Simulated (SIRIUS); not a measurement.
Input of a SIRIUS 7.12.0 run:

The input sirius.json:

```json
{
  "control": {
    "processing_unit": "cpu",
    "std_evp_solver_name": "lapack",
    "gen_evp_solver_name": "lapack",
    "verbosity": 2,
    "print_forces": true,
    "ortho_rf": true,
    "use_second_variation": true,
    "rmt_max": 3.0,
    "num_bands_to_print": 18,
    "save_wf": true
  },
  "parameters": {
    "electronic_structure_method": "full_potential_lapwlo",
    "xc_functionals": ["XC_GGA_X_PBE", "XC_GGA_C_PBE"],
    "core_relativity": "dirac",
    "valence_relativity": "iora",
    "num_fv_states": 18,
    "smearing": "fermi_dirac",
    "smearing_width": 0.0018374661,
    "pw_cutoff": 20,
    "gk_cutoff": 3.31,
    "lmax_apw": 10,
    "lmax_rho": 8,
    "lmax_pot": 8,
    "num_mag_dims": 0,
    "auto_rmt": 0,
    "ngridk": [10, 10, 10],
    "shiftk": [0, 0, 0],
    "num_dft_iter": 80,
    "energy_tol": 1e-07,
    "density_tol": 1e-05,
    "use_symmetry": true
  },
  "settings": {"tol_ne": 1e-10},
  "iterative_solver": {"type": "exact"},
  "mixer": {"type": "anderson", "beta": 0.5, "max_history": 8},
  "unit_cell": {
    "lattice_vectors": [
      [0.3276119161, 4.5136746269, 4.7165092876],
      [4.5680454301, 0.1222512018, 4.9218699829],
      [4.3850213921, 4.5360112842, 0.3052752399]
    ],
    "atom_types": ["Sb"],
    "atom_files": {"Sb": "Sb.json"},
    "atoms": {"Sb": [[0.0, 0.0, 0.0]]}
  }
}
```

File Sb.json:

```json
{
  "name": "antimony",
  "symbol": "Sb",
  "number": 51,
  "mass": 121.76,
  "rmin": 1e-06,
  "rmt": 2.54,
  "nrmt": 800,
  "rinf": 15.52,
  "core": "1s2s2p3s3p3d",
  "valence": [
    {"basis": [{"enu": 0.07, "dme": 0, "n": 0, "auto": 0}, {"enu": 0.07, "dme": 1, "n": 0, "auto": 0}]},
    {"l": 0, "n": 1, "basis": [{"enu": 0.072, "dme": 0, "n": 0, "auto": 0}]},
    {"l": 1, "n": 2, "basis": [{"enu": 0.17, "dme": 0, "n": 0, "auto": 0}]},
    {"l": 2, "n": 3, "basis": [{"enu": 0.17, "dme": 0, "n": 0, "auto": 0}]},
    {"l": 3, "n": 4, "basis": [{"enu": 0.17, "dme": 0, "n": 0, "auto": 0}]}
  ],
  "lo": [
    {"l": 0, "basis": [{"enu": 0.072, "dme": 0, "n": 0, "auto": 0}, {"enu": 0.072, "dme": 1, "n": 0, "auto": 0}]},
    {
      "l": 0,
      "basis": [{"enu": -5.087, "dme": 0, "n": 4, "auto": 1}, {"enu": -5.087, "dme": 1, "n": 4, "auto": 1}]
    },
    {
      "l": 0,
      "basis": [{"enu": -5.087, "dme": 1, "n": 4, "auto": 1}, {"enu": 0.072, "dme": 0, "n": 0, "auto": 0}]
    },
    {"l": 0, "basis": [{"enu": 0.072, "dme": 0, "n": 0, "auto": 0}, {"enu": 2.552, "dme": 0, "n": 0, "auto": 0}]},
    {"l": 1, "basis": [{"enu": 0.17, "dme": 0, "n": 0, "auto": 0}, {"enu": 0.17, "dme": 1, "n": 0, "auto": 0}]},
    {
      "l": 1,
      "basis": [{"enu": -3.375, "dme": 0, "n": 4, "auto": 1}, {"enu": -3.375, "dme": 1, "n": 4, "auto": 1}]
    },
    {"l": 1, "basis": [{"enu": -3.375, "dme": 1, "n": 4, "auto": 1}, {"enu": 0.17, "dme": 0, "n": 0, "auto": 0}]},
    {"l": 1, "basis": [{"enu": 0.17, "dme": 0, "n": 0, "auto": 0}, {"enu": 3.022, "dme": 0, "n": 0, "auto": 0}]},
    {"l": 2, "basis": [{"enu": 0.17, "dme": 0, "n": 0, "auto": 0}, {"enu": 0.17, "dme": 1, "n": 0, "auto": 0}]},
    {
      "l": 2,
      "basis": [{"enu": -0.8818, "dme": 0, "n": 4, "auto": 1}, {"enu": -0.8818, "dme": 1, "n": 4, "auto": 1}]
    },
    {
      "l": 2,
      "basis": [{"enu": -0.8818, "dme": 1, "n": 4, "auto": 1}, {"enu": 0.17, "dme": 0, "n": 0, "auto": 0}]
    },
    {"l": 2, "basis": [{"enu": 0.17, "dme": 0, "n": 0, "auto": 0}, {"enu": 3.394, "dme": 0, "n": 0, "auto": 0}]},
    {"l": 3, "basis": [{"enu": 0.17, "dme": 0, "n": 0, "auto": 0}, {"enu": 0.17, "dme": 1, "n": 0, "auto": 0}]},
    {"l": 3, "basis": [{"enu": 0.17, "dme": 0, "n": 0, "auto": 0}, {"enu": 2.867, "dme": 0, "n": 0, "auto": 0}]}
  ],
  "free_atom": [... radial grid and density of the free atom, the start of the SCF ...]
}
```

File sirius_start.json:

```json
{
  "control": {
    "processing_unit": "cpu",
    "std_evp_solver_name": "lapack",
    "gen_evp_solver_name": "lapack",
    "verbosity": 1,
    "print_forces": false,
    "ortho_rf": true,
    "use_second_variation": true,
    "rmt_max": 3.0,
    "num_bands_to_print": 18,
    "save_wf": false
  },
  "parameters": {
    "electronic_structure_method": "full_potential_lapwlo",
    "xc_functionals": ["XC_LDA_X", "XC_LDA_C_PW"],
    "core_relativity": "dirac",
    "valence_relativity": "iora",
    "num_fv_states": 18,
    "smearing": "fermi_dirac",
    "smearing_width": 0.0055123983,
    "pw_cutoff": 20,
    "gk_cutoff": 2.65,
    "lmax_apw": 10,
    "lmax_rho": 8,
    "lmax_pot": 8,
    "num_mag_dims": 0,
    "auto_rmt": 0,
    "ngridk": [4, 4, 4],
    "shiftk": [0, 0, 0],
    "num_dft_iter": 30,
    "energy_tol": 0.01,
    "density_tol": 0.05,
    "use_symmetry": true
  },
  "settings": {"tol_ne": 1e-10},
  "iterative_solver": {"type": "exact"},
  "mixer": {"type": "anderson", "beta": 0.5, "max_history": 8},
  "unit_cell": {
    "lattice_vectors": [
      [0.3276119161, 4.5136746269, 4.7165092876],
      [4.5680454301, 0.1222512018, 4.9218699829],
      [4.3850213921, 4.5360112842, 0.3052752399]
    ],
    "atom_types": ["Sb"],
    "atom_files": {"Sb": "Sb.json"},
    "atoms": {"Sb": [[0.0, 0.0, 0.0]]}
  }
}
```

Potentials or basis: all-electron FP-LAPW, apw+lo standard.

Run with:

```console
$ OMP_NUM_THREADS=1 sirius.scf --input=sirius_start.json --output=start.json
$ OMP_NUM_THREADS=1 sirius.scf --input=sirius.json --output=output.json --task=1
```

Task: Predict the band gap on the k mesh.

Result: None (metal or under the smearing width).

Spin-orbit coupling is left out, which matters for the levels of Sb.
